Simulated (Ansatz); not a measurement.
# Hg, fcc: geometry optimisation

These are results of Ansatz, DFT, r2SCAN, plane waves (500 eV) with PAW, scalar-relativistic, not measurements. The PAW files were generated under PBE, with cores re-solved for the functional.

k-point mesh 12×12×12, Fermi-Dirac smearing 0.1 eV, no spin polarisation. Cell and atoms relax.

Starting structure:

```
Hg
1.0
     0.00000    2.25955    2.25955
     2.25955    0.00000    2.25955
     2.25955    2.25955    0.00000
Hg
1
Direct
  0.00000 0.00000 0.00000
```

**Question.** What cell does the relaxation end in?

**Answer.** Fm-3m with a = 4.747 Å; 26.75 Å³ per atom against 23.07 at the start (15.9 %).

**Question.** How much energy does the relaxation gain?

**Answer.** 37.6 meV per atom.

Path of the relaxation (the plane waves are chosen anew near the end, which can shift the energy a little):

```json
{"step": "0", "E − E(final) (meV/atom)": "37.61", "V (Å³/atom)": "23.073", "P (GPa)": "4.29", "max force (eV/Å)": "0.000"}
{"step": "1", "E − E(final) (meV/atom)": "5.32", "V (Å³/atom)": "25.195", "P (GPa)": "1.04", "max force (eV/Å)": "0.000"}
{"step": "2", "E − E(final) (meV/atom)": "2.36", "V (Å³/atom)": "25.961", "P (GPa)": "0.36", "max force (eV/Å)": "0.000"}
{"step": "3", "E − E(final) (meV/atom)": "1.88", "V (Å³/atom)": "26.445", "P (GPa)": "0.09", "max force (eV/Å)": "0.000"}
{"step": "4", "E − E(final) (meV/atom)": "1.88", "V (Å³/atom)": "26.602", "P (GPa)": "0.02", "max force (eV/Å)": "0.000"}
{"step": "5", "E − E(final) (meV/atom)": "0.04", "V (Å³/atom)": "26.602", "P (GPa)": "0.06", "max force (eV/Å)": "0.000"}
{"step": "6", "E − E(final) (meV/atom)": "0.06", "V (Å³/atom)": "26.745", "P (GPa)": "0.01", "max force (eV/Å)": "0.000"}
{"step": "7", "E − E(final) (meV/atom)": "0.00", "V (Å³/atom)": "26.745", "P (GPa)": "0.01", "max force (eV/Å)": "0.000"}
```
